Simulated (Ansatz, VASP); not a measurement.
# Cross-check of NaCl between VASP and Ansatz

Aim: how closely do two programs agree when they are given the same cell, functional and k mesh? The cell is taken from a series of runs on this material, whose earlier steps may have relaxed, scaled, displaced or heated it; both programs get it as it stands.

Program: Ansatz 0.2.0. Level of theory: plane waves, with VASP 6.6.1 beside it; PBEsol. Results are calculated unless marked as measured.

## Step 1: Set-up

The cell holds 4 atoms: 2 Cl and 2 Na. Its edges and angles: a = 3.876 Å, b = 3.876 Å, c = 29.440 Å, α = 90.0°, β = 90.0°, γ = 90.0°. Vacuum lies along c.

## Step 2: VASP: zone-centre phonons, PBEsol

Second derivatives magnify differences that forces hide, and they need a tight electronic threshold.

Lines of VASP's logs that name or quote its potential files are left out, and so is its time.

Contents of INCAR:

```
SYSTEM = NaCl
PREC = Accurate
ENCUT = 500
EDIFF = 1E-08
NELM = 120
ISMEAR = 0
SIGMA = 0.01
LREAL = .FALSE.
ALGO = Normal
GGA = PS
NBANDS = 20
LORBIT = 11
LWAVE = .FALSE.
LCHARG = .FALSE.
ISIF = 2
IBRION = 8
LASPH = .TRUE.
GGA_COMPAT = .FALSE.
EFERMI = MIDGAP
NELMDL = -8
KPAR = 2
```

Contents of POSCAR:

```
NaCl
1.0
    2.7407570883      2.7407570883      0.0000000000
   -2.7407570883      2.7407570883      0.0000000000
    0.0000000000      0.0000000000     29.4400198400
Cl Na
2 2
Direct
    0.5000000000      0.5000000000      0.2188091505
    0.0000000000      1.0000000000      0.3185546178
    0.0000000000      1.0000000000      0.2239366452
    0.5000000000      0.5000000000      0.3134271231
```

Contents of KPOINTS:

```
Automatic mesh
0
Gamma
8 8 1
0 0 0
```

Potentials, in the order of the species: Cl and Na_pv (PBE family, release 64).

Started as:

```sh
$ mpirun -np 2 vasp_std
```

Numbers of over 12 decimals in the logs are rounded to 6 here.

The log of the run:

```text
[banner, memory and clock lines left out]
running    2 mpi-ranks, on    1 nodes
 distrk:  each k-point on    1 cores,    2 groups
 distr:  one band on    1 cores,    1 groups

 POSCAR found type information on POSCAR ClNa
 POSCAR found :  2 types and       4 ions
|                                                                             |
|               ----> ADVICE to this user running VASP <----                  |
|                                                                             |
|     You enforced a specific xc type in the INCAR file but a different       |
|     [... a line on the potential file left out ...]
|     I HOPE YOU KNOW WHAT YOU ARE DOING!                                     |
|                                                                             |

 LDA part: xc-table for (Slater+PW92), standard interpolation
 POSCAR, INCAR and KPOINTS ok, starting setup
 FFT: planning ... GRIDC
 FFT: planning ... GRID_SOFT
 FFT: planning ... GRID
 WAVECAR not read
 entering main loop
       N       E                     dE             d eps       ncg     rms          rms(c)
DAV:   1     0.220209852657E+03    0.22021E+03   -0.11366E+04   720   0.985E+02
DAV:   2     0.230472354236E+02   -0.19716E+03   -0.19126E+03   836   0.249E+02
DAV:   3    -0.128622000670E+02   -0.35909E+02   -0.35776E+02   696   0.978E+01
DAV:   4    -0.142747132627E+02   -0.14125E+01   -0.14111E+01   740   0.257E+01
DAV:   5    -0.143020098802E+02   -0.27297E-01   -0.27293E-01   800   0.366E+00
DAV:   6    -0.143028003505E+02   -0.79047E-03   -0.79046E-03   764   0.625E-01
DAV:   7    -0.143028369032E+02   -0.36553E-04   -0.36553E-04   808   0.139E-01
DAV:   8    -0.143028394220E+02   -0.25187E-05   -0.25185E-05   768   0.342E-02    0.304E+00
DAV:   9    -0.137981759018E+02    0.50466E+00   -0.92686E-01   756   0.545E+00    0.217E+00
DAV:  10    -0.137181193930E+02    0.80057E-01   -0.17410E-01   764   0.210E+00    0.161E+00
DAV:  11    -0.136884544019E+02    0.29665E-01   -0.72573E-02   772   0.156E+00    0.355E-01
DAV:  12    -0.136891081379E+02   -0.65374E-03   -0.36376E-03   760   0.395E-01    0.160E-01
DAV:  13    -0.136868533133E+02    0.22548E-02   -0.84731E-03   676   0.378E-01    0.717E-02
DAV:  14    -0.136867309628E+02    0.12235E-03   -0.13136E-03   704   0.152E-01    0.736E-02
[...]
DAV:  23    -0.136905122827E+02   -0.10784E-04   -0.26233E-07   616   0.174E-03    0.173E-03
DAV:  24    -0.136905211684E+02   -0.88857E-05   -0.28463E-07   672   0.237E-03    0.976E-04
DAV:  25    -0.136905218993E+02   -0.73093E-06   -0.38307E-08   748   0.101E-03    0.106E-03
DAV:  26    -0.136905225705E+02   -0.67122E-06   -0.75064E-09   532   0.463E-04    0.334E-04
DAV:  27    -0.136905227198E+02   -0.14929E-06   -0.96041E-11   576   0.230E-04    0.492E-05
DAV:  28    -0.136905227746E+02   -0.54726E-07    0.16241E-09   536   0.101E-04    0.328E-05
DAV:  29    -0.136905228032E+02   -0.28594E-07    0.17205E-09   556   0.646E-05    0.428E-05
DAV:  30    -0.136905228081E+02   -0.49108E-08    0.18454E-09   496   0.335E-05
   1 F= -.13690523E+02 E0= -.13690523E+02  d E =0.000000E+00
 Linear response reoptimize wavefunctions to high precision
DAV:   1    -0.136905228111E+02   -0.30241E-08    0.18805E-09   544   0.245E-05
DAV:   2    -0.136905228111E+02    0.32742E-10    0.18805E-09   584   0.100E-05
DAV:   3    -0.136905228110E+02    0.32742E-10    0.18951E-09   500   0.374E-06
 Linear response DOF=           4
 Linear response progress:
  Degree of freedom:   1/  4
       N       E                     dE             d eps       ncg     rms          rms(c)
RMM:   1    -0.190489270651E+00   -0.19049E+00    0.20860E-02  1753   0.207E+00
RMM:   2    -0.190239628404E+00    0.24964E-03   -0.26250E-03  1685   0.406E-01    0.613E-02
RMM:   3    -0.190760471591E+00   -0.52084E-03   -0.32612E-04  1466   0.107E-01    0.274E-02
RMM:   4    -0.191138100824E+00   -0.37763E-03   -0.10811E-04  1478   0.558E-02    0.131E-02
RMM:   5    -0.191217440230E+00   -0.79339E-04   -0.87539E-06  1606   0.197E-02    0.747E-03
RMM:   6    -0.191228804506E+00   -0.11364E-04   -0.36346E-06  1565   0.113E-02    0.218E-03
RMM:   7    -0.191246309977E+00   -0.17505E-04   -0.35496E-07  1581   0.323E-03    0.106E-03
RMM:   8    -0.191251341431E+00   -0.50315E-05   -0.48932E-07  1451   0.152E-03    0.247E-04
RMM:   9    -0.191248223158E+00    0.31183E-05    0.89292E-07  1630   0.584E-04    0.116E-04
RMM:  10    -0.191246960489E+00    0.12627E-05   -0.17151E-06  1536   0.302E-04    0.454E-05
RMM:  11    -0.191247081336E+00   -0.12085E-06   -0.14192E-06  1726   0.105E-04    0.233E-05
RMM:  12    -0.191247494574E+00   -0.41324E-06    0.26264E-07  1556   0.632E-05    0.707E-06
RMM:  13    -0.191247525416E+00   -0.30842E-07    0.68538E-07  1677   0.328E-05    0.656E-06
RMM:  14    -0.191247513081E+00    0.12336E-07    0.10204E-07  1436   0.209E-05    0.499E-06
RMM:  15    -0.191247480618E+00    0.32462E-07   -0.12147E-08  1538   0.202E-05    0.815E-07
RMM:  16    -0.191247479587E+00    0.10316E-08   -0.16436E-07  1393   0.174E-05    0.360E-07
RMM:  17    -0.191247476798E+00    0.27887E-08   -0.22782E-09  1224   0.165E-05    0.315E-07
 first order change of Fermi-energy  -0.80230E-04
 force on displaced ion       1 direction 1 :  -2.149   0.000   0.000
 Linear response progress:
  Degree of freedom:   2/  4
       N       E                     dE             d eps       ncg     rms          rms(c)
RMM:   1    -0.227245860542E+00   -0.22725E+00    0.10842E-02  1196   0.201E+00
RMM:   2    -0.226547583701E+00    0.69828E-03   -0.38352E-03  1197   0.404E-01    0.499E-02
RMM:   3    -0.226789403267E+00   -0.24182E-03   -0.33890E-04  1094   0.108E-01    0.223E-02
RMM:   4    -0.226911234488E+00   -0.12183E-03   -0.11910E-04  1166   0.517E-02    0.164E-02
RMM:   5    -0.226862580472E+00    0.48654E-04   -0.27417E-05  1224   0.245E-02    0.944E-03
RMM:   6    -0.226775711508E+00    0.86869E-04   -0.10636E-05  1241   0.150E-02    0.391E-03
RMM:   7    -0.226765840495E+00    0.98710E-05   -0.67810E-06  1218   0.910E-03    0.161E-03
RMM:   8    -0.226726865644E+00    0.38975E-04   -0.30585E-07  1214   0.401E-03    0.737E-04
RMM:   9    -0.226719822422E+00    0.70432E-05    0.19767E-06  1218   0.257E-03    0.430E-04
RMM:  10    -0.226718615724E+00    0.12067E-05   -0.19244E-07  1172   0.132E-03    0.259E-04
RMM:  11    -0.226716677279E+00    0.19384E-05    0.51871E-06  1161   0.117E-03    0.200E-04
RMM:  12    -0.226716599981E+00    0.77297E-07   -0.22699E-06  1201   0.762E-04    0.929E-05
RMM:  13    -0.226717069394E+00   -0.46941E-06    0.79299E-07  1234   0.304E-04    0.676E-05
RMM:  14    -0.226716369360E+00    0.70003E-06    0.12647E-06  1228   0.235E-04    0.469E-05
RMM:  15    -0.226716249457E+00    0.11990E-06   -0.36038E-07  1266   0.101E-04    0.317E-05
RMM:  16    -0.226716292063E+00   -0.42606E-07    0.36503E-08  1224   0.137E-04    0.161E-05
RMM:  17    -0.226716312930E+00   -0.20867E-07    0.16304E-09  1278   0.598E-05    0.900E-06
RMM:  18    -0.226716305109E+00    0.78204E-08    0.42010E-08  1209   0.752E-05    0.579E-06
 first order change of Fermi-energy   0.92910E+00
 force on displaced ion       1 direction 3 :  -0.000  -0.000  -2.212
 Linear response progress:
  Degree of freedom:   3/  4
       N       E                     dE             d eps       ncg     rms          rms(c)
RMM:   1    -0.157632623258E+00   -0.15763E+00   -0.32030E-01   933   0.533E+00
RMM:   2    -0.161350452125E+00   -0.37178E-02   -0.21802E-02  1298   0.967E-01    0.269E-02
RMM:   3    -0.161592440442E+00   -0.24199E-03   -0.13793E-03  1400   0.241E-01    0.144E-02
RMM:   4    -0.161638901715E+00   -0.46461E-04   -0.12082E-04  1655   0.777E-02    0.446E-03
RMM:   5    -0.161647073861E+00   -0.81721E-05   -0.46132E-06  1680   0.155E-02    0.279E-03
RMM:   6    -0.161659097785E+00   -0.12024E-04   -0.10697E-06  1691   0.683E-03    0.112E-03
RMM:   7    -0.161661231703E+00   -0.21339E-05   -0.26306E-07  1741   0.258E-03    0.281E-04
RMM:   8    -0.161660688175E+00    0.54353E-06   -0.10716E-07  1877   0.120E-03    0.276E-04
RMM:   9    -0.161660808641E+00   -0.12047E-06   -0.13446E-08  1716   0.677E-04    0.400E-05
RMM:  10    -0.161660708858E+00    0.99783E-07    0.14164E-08  1754   0.263E-04    0.142E-05
RMM:  11    -0.161660630409E+00    0.78449E-07    0.29191E-08  1743   0.143E-04    0.127E-05
RMM:  12    -0.161660660593E+00   -0.30185E-07    0.13888E-08  1780   0.824E-05    0.373E-06
RMM:  13    -0.161660665464E+00   -0.48704E-08    0.67079E-09  1745   0.540E-05    0.393E-06
 first order change of Fermi-energy   0.61711E-05
 force on displaced ion       3 direction 1 :  -2.031   0.000   0.000
 Linear response progress:
  Degree of freedom:   4/  4
       N       E                     dE             d eps       ncg     rms          rms(c)
RMM:   1    -0.160644377791E+00   -0.16064E+00   -0.38783E-01   673   0.473E+00
RMM:   2    -0.164159306302E+00   -0.35149E-02   -0.23273E-02  1058   0.957E-01    0.294E-02
RMM:   3    -0.164399788849E+00   -0.24048E-03   -0.17248E-03  1122   0.264E-01    0.180E-02
RMM:   4    -0.164401313296E+00   -0.15244E-05   -0.19707E-04  1261   0.918E-02    0.907E-03
RMM:   5    -0.164396391964E+00    0.49213E-05   -0.82578E-06  1228   0.234E-02    0.552E-03
RMM:   6    -0.164389274304E+00    0.71177E-05   -0.80112E-06  1162   0.145E-02    0.252E-03
RMM:   7    -0.164384296304E+00    0.49780E-05   -0.72858E-06  1232   0.837E-03    0.126E-03
RMM:   8    -0.164381294709E+00    0.30016E-05   -0.84364E-07  1214   0.376E-03    0.593E-04
RMM:   9    -0.164380274487E+00    0.10202E-05   -0.92098E-07  1214   0.182E-03    0.366E-04
RMM:  10    -0.164380233532E+00    0.40955E-07   -0.99760E-07  1086   0.195E-03    0.265E-04
RMM:  11    -0.164380702544E+00   -0.46901E-06   -0.98510E-07  1147   0.136E-03    0.157E-04
RMM:  12    -0.164380889003E+00   -0.18646E-06   -0.15271E-06  1312   0.540E-04    0.119E-04
RMM:  13    -0.164380698898E+00    0.19010E-06   -0.32043E-07  1153   0.428E-04    0.941E-05
RMM:  14    -0.164380860328E+00   -0.16143E-06    0.95563E-08  1134   0.302E-04    0.703E-05
RMM:  15    -0.164380801212E+00    0.59117E-07   -0.37571E-07  1230   0.200E-04    0.363E-05
RMM:  16    -0.164380790883E+00    0.10329E-07   -0.37428E-08  1211   0.151E-04    0.242E-05
RMM:  17    -0.164380742201E+00    0.48682E-07    0.26954E-08  1197   0.132E-04    0.173E-05
RMM:  18    -0.164380765816E+00   -0.23615E-07    0.91302E-08  1294   0.503E-05    0.119E-05
RMM:  19    -0.164380780495E+00   -0.14679E-07    0.16058E-08  1184   0.584E-05    0.491E-06
RMM:  20    -0.164380780835E+00   -0.34017E-09    0.64000E-08  1285   0.225E-05    0.309E-06
 first order change of Fermi-energy  -0.60252E+00
 force on displaced ion       3 direction 3 :  -0.000  -0.000  -1.876
 Linear response finished
```

OUTCAR, selected parts (step 2):

```text
ion  position               nearest neighbor table
   1  0.500  0.500  0.219-
   2  0.000  0.000  0.319-
   3  0.000  0.000  0.224-
   4  0.500  0.500  0.313-

  LATTYP: Found a simple tetragonal cell.
 ALAT       =     3.8760158454
 C/A-ratio  =     7.5954333042

 Subroutine GETGRP returns: Found 16 space group operations
 (whereof  8 operations were pure point group operations)

The static configuration has the point symmetry C_4v.
 The point group associated with its full space group is D_4h.

 Found     15 irreducible k-points:

   k-points           NKPTS =     15   k-points in BZ     NKDIM =     15   number of bands    NBANDS=     20

   dimension x,y,z NGX =    28 NGY =   28 NGZ =  216
   dimension x,y,z NGXF=    56 NGYF=   56 NGZF=  432

   ENCUT  =  500.0 eV  36.75 Ry    6.06 a.u.   7.07  7.07 53.68*2*pi/ulx,y,z

   NELECT =      28.0000    total number of electrons

 k-points in reciprocal lattice and weights: Automatic mesh
   0.00000000  0.00000000  0.00000000       0.016
   0.12500000  0.00000000  0.00000000       0.062
   0.25000000  0.00000000  0.00000000       0.062
   0.37500000  0.00000000  0.00000000       0.062
   0.50000000  0.00000000  0.00000000       0.031
   0.12500000  0.12500000  0.00000000       0.062
   0.25000000  0.12500000  0.00000000       0.125
   0.37500000  0.12500000  0.00000000       0.125
   0.50000000  0.12500000  0.00000000       0.062
[...]
0.50000000  0.37500000  0.00000000       0.062
   0.50000000  0.50000000  0.00000000       0.016

 average (electrostatic) potential at core
       1 -98.3691       2 -98.3691       3 -51.9846       4 -51.9846

  Total        0.0092652      0.0092652     -0.0164286      0.0000000      0.0000000      0.0000000
  in kB        0.0335627      0.0335627     -0.0595118      0.0000000      0.0000000      0.0000000
  external PRESSURE =       0.0025379 kB  Pullay stress =       0.0000000 kB

  energy-cutoff  :      500.00
  volume of cell :      442.29
      direct lattice vectors                 reciprocal lattice vectors
     2.740757088  2.740757088  0.000000000     0.182431344  0.182431344  0.000000000
    -2.740757088  2.740757088  0.000000000    -0.182431344  0.182431344  0.000000000
     0.000000000  0.000000000 29.440019840     0.000000000  0.000000000  0.033967368

 POSITION                                       TOTAL-FORCE (eV/Angst)
 -----------------------------------------------------------------------------------
      0.00000      2.74076      6.44175         0.000000      0.000000     -0.005980
      0.00000      0.00000      9.37825        -0.000000     -0.000000      0.005980
      0.00000      0.00000      6.59270         0.000000      0.000000     -0.002314
      0.00000      2.74076      9.22730        -0.000000     -0.000000      0.002314
 -----------------------------------------------------------------------------------
    total drift:                               -0.000000      0.000000      0.000011

 Eigenvectors and eigenvalues of the dynamical matrix
 ----------------------------------------------------

   1 f  =    6.048903 THz    38.006377 2PiTHz  201.769678 cm-1    25.016240 meV
             X         Y         Z           dx          dy          dz
      0.000000  2.740757  6.441746     0.000000   -0.000000    0.446013
      0.000000  0.000000  9.378254    -0.000000    0.000000    0.446013
      0.000000  0.000000  6.592699    -0.000000    0.000000   -0.548701
      0.000000  2.740757  9.227301     0.000000   -0.000000   -0.548701

   2 f  =    5.930761 THz    37.264070 2PiTHz  197.828890 cm-1    24.527645 meV
             X         Y         Z           dx          dy          dz
      0.000000  2.740757  6.441746    -0.139201    0.424067    0.000000
      0.000000  0.000000  9.378254     0.139201   -0.424067    0.000000
      0.000000  0.000000  6.592699     0.171048   -0.521088   -0.000000
      0.000000  2.740757  9.227301    -0.171048    0.521088   -0.000000

   3 f  =    5.930761 THz    37.264070 2PiTHz  197.828890 cm-1    24.527645 meV
             X         Y         Z           dx          dy          dz
      0.000000  2.740757  6.441746     0.424067    0.139201    0.000000
      0.000000  0.000000  9.378254    -0.424067   -0.139201   -0.000000
      0.000000  0.000000  6.592699    -0.521088   -0.171048   -0.000000
      0.000000  2.740757  9.227301     0.521088    0.171048   -0.000000

   4 f  =    5.813202 THz    36.525428 2PiTHz  193.907562 cm-1    24.041463 meV
             X         Y         Z           dx          dy          dz
      0.000000  2.740757  6.441746     0.311423    0.316019   -0.000000
      0.000000  0.000000  9.378254     0.311423    0.316019    0.000000
      0.000000  0.000000  6.592699    -0.386463   -0.392167    0.000000
      0.000000  2.740757  9.227301    -0.386463   -0.392167    0.000000

   5 f  =    5.813202 THz    36.525428 2PiTHz  193.907562 cm-1    24.041463 meV
             X         Y         Z           dx          dy          dz
      0.000000  2.740757  6.441746    -0.316019    0.311423   -0.000000
      0.000000  0.000000  9.378254    -0.316019    0.311423   -0.000000
      0.000000  0.000000  6.592699     0.392167   -0.386463    0.000000
      0.000000  2.740757  9.227301     0.392167   -0.386463    0.000000

   6 f  =    4.245216 THz    26.673477 2PiTHz  141.605152 cm-1    17.556793 meV
             X         Y         Z           dx          dy          dz
      0.000000  2.740757  6.441746     0.000000    0.000000   -0.192467
      0.000000  0.000000  9.378254    -0.000000   -0.000000    0.192467
      0.000000  0.000000  6.592699     0.000000    0.000000   -0.680409
      0.000000  2.740757  9.227301    -0.000000    0.000000    0.680409

   7 f  =    3.972011 THz    24.956881 2PiTHz  132.492023 cm-1    16.426910 meV
             X         Y         Z           dx          dy          dz
      0.000000  2.740757  6.441746     0.000000    0.000000   -0.680409
      0.000000  0.000000  9.378254    -0.000000   -0.000000    0.680409
      0.000000  0.000000  6.592699     0.000000    0.000000    0.192467
      0.000000  2.740757  9.227301    -0.000000   -0.000000   -0.192467

   8 f  =    1.959769 THz    12.313591 2PiTHz   65.370855 cm-1     8.104949 meV
             X         Y         Z           dx          dy          dz
      0.000000  2.740757  6.441746    -0.540492    0.093054   -0.000000
      0.000000  0.000000  9.378254     0.540492   -0.093054    0.000000
      0.000000  0.000000  6.592699    -0.439857    0.075729    0.000000
      0.000000  2.740757  9.227301     0.439857   -0.075729   -0.000000

   9 f  =    1.959769 THz    12.313591 2PiTHz   65.370855 cm-1     8.104949 meV
             X         Y         Z           dx          dy          dz
      0.000000  2.740757  6.441746    -0.093054   -0.540492   -0.000000
      0.000000  0.000000  9.378254     0.093054    0.540492    0.000000
      0.000000  0.000000  6.592699    -0.075729   -0.439857   -0.000000
      0.000000  2.740757  9.227301     0.075729    0.439857    0.000000

  10 f/i=    0.001958 THz     0.012301 2PiTHz    0.065304 cm-1     0.008097 meV
             X         Y         Z           dx          dy          dz
      0.000000  2.740757  6.441746     0.178811    0.520745   -0.000000
      0.000000  0.000000  9.378254     0.178811    0.520745   -0.000000
      0.000000  0.000000  6.592699     0.144091    0.419631   -0.000000
      0.000000  2.740757  9.227301     0.144091    0.419631   -0.000000

  11 f/i=    0.001958 THz     0.012301 2PiTHz    0.065304 cm-1     0.008097 meV
             X         Y         Z           dx          dy          dz
      0.000000  2.740757  6.441746     0.520745   -0.178811   -0.000000
      0.000000  0.000000  9.378254     0.520745   -0.178811   -0.000000
      0.000000  0.000000  6.592699     0.419631   -0.144091   -0.000000
      0.000000  2.740757  9.227301     0.419631   -0.144091   -0.000000

  12 f/i=    0.027711 THz     0.174113 2PiTHz    0.924339 cm-1     0.114603 meV
             X         Y         Z           dx          dy          dz
      0.000000  2.740757  6.441746     0.000000   -0.000000    0.548701
      0.000000  0.000000  9.378254     0.000000   -0.000000    0.548701
      0.000000  0.000000  6.592699     0.000000   -0.000000    0.446013
      0.000000  2.740757  9.227301     0.000000   -0.000000    0.446013

 ELASTIC MODULI CONTR FROM IONIC RELAXATION (kBar)
 Direction    XX          YY          ZZ          XY          YZ          ZX
 --------------------------------------------------------------------------------
 XX          -2.5003     -2.5003    -12.0377      0.0000     -0.0000     -0.0000
 YY          -2.5003     -2.5003    -12.0377      0.0000     -0.0000     -0.0000
 ZZ         -12.0377    -12.0377    -62.2494      0.0000     -0.0000     -0.0000
 XY           0.0000      0.0000      0.0000      0.0000      0.0000      0.0000
 YZ          -0.0000     -0.0000     -0.0000      0.0000    -11.6118      0.0000
 ZX          -0.0000     -0.0000     -0.0000      0.0000      0.0000    -10.7990
 --------------------------------------------------------------------------------
```

(Continued in part 2 of 2.)

[Lines on the potential files, build, host, timing and source positions are cut from VASP's logs without a mark.]

[Logs are printed without paths, hosts, clocks, repeated set-up lines and the standing remarks that a program may print on its own settings, such as how far it seeks lower states.]

[Hosts, paths, dates, database ids (printed as entryN), source tags and the programs' standing remarks are cut or masked in the printed files.]
